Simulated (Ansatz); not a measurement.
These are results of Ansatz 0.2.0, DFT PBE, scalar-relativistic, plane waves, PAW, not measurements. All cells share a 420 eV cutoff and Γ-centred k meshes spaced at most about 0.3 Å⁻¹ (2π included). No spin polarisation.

Each guess is relaxed in cell and atoms at zero pressure, on a coarse mesh first where it starts far from rest and then on a converged one. The steps can't lower the symmetry of the start, but it can rise. Energies are static (0 K, no zero-point motion).

This guess for LiH isn't its lowest structure:

```cif
data_structure
_symmetry_space_group_name_H-M 'P-3m1'
_symmetry_Int_Tables_number 164
_cell_length_a 3.2430
_cell_length_b 3.2430
_cell_length_c 13.3578
_cell_angle_alpha 90.000
_cell_angle_beta 90.000
_cell_angle_gamma 120.000
_cell_volume 121.66
loop_
_atom_site_label
_atom_site_type_symbol
_atom_site_symmetry_multiplicity
_atom_site_Wyckoff_symbol
_atom_site_fract_x
_atom_site_fract_y
_atom_site_fract_z
_atom_site_occupancy
Li1 Li 2 c 0.00000 0.00000 0.80000 1
Li2 Li 1 a 0.00000 0.00000 0.00000 1
Li3 Li 2 d 0.33333 0.66667 0.40000 1
H1 H 2 d 0.33333 0.66667 0.70000 1
H2 H 2 d 0.66667 0.33333 0.90000 1
H3 H 1 b 0.00000 0.00000 0.50000 1
```

Problem. Where does the relaxation end?

Solution. P-3m1 at 12.2 Å³/atom → P-3m1 at 8.1 Å³/atom. Conventional cell: a = 2.813 Å, c = 11.842 Å. Li on a site of symmetry 3m has 6 H at 1.99–2.04 Å; Li on a site of symmetry -3m is surrounded by 6 H at 2.03 Å; around Li on a second site of symmetry 3m lie 6 H at 1.99 Å; around H on a site of symmetry 3m lie 6 Li at 1.99 Å; 2 more sites not described.

```
CELL_PARAMETERS angstrom
2.81255 0.00000 0.00000
-1.40627 2.43574 0.00000
0.00000 0.00000 11.84181
ATOMIC_POSITIONS crystal
Li 0.00000 0.00000 0.79298
Li 0.00000 0.00000 0.00000
Li 0.00000 0.00000 0.20702
Li 0.33333 0.66667 0.40230
Li 0.66667 0.33333 0.59770
H 0.33333 0.66667 0.69541
H 0.66667 0.33333 0.89658
H 0.33333 0.66667 0.10342
H 0.66667 0.33333 0.30459
H 0.00000 0.00000 0.50000
```

Problem. Compare it with the lowest LiH structure at this level.

Solution. It lies 22 meV/atom above the lowest of the 12 forms computed, a structure that the Crystallography Open Database (COD) lists, of the rock salt type. Space group Fm-3m (No. 225), cubic, a = 4.008 Å. Li has 6 H at 2.00 Å; H is surrounded by 6 Li at 2.00 Å. That form has 8.0 Å³/atom and a gap of 2.98 eV on its mesh; the guess's end has 3.46 eV. Counting H atoms around Li (those within 1.25 times the shortest such distance or 1.15 times the sum of covalent radii, 1.27 where that leaves under three), the guess's end and the lowest form both have Li 6. Shaken at random and relaxed again, the guess's end came back.

Kohn–Sham gaps at this level usually fall short of measured ones. With hydrogen, zero-point motion can shift such differences by 10 meV/atom or more. Some structure types and database cells were kept out of the candidates from the start, so a known form may be missing.
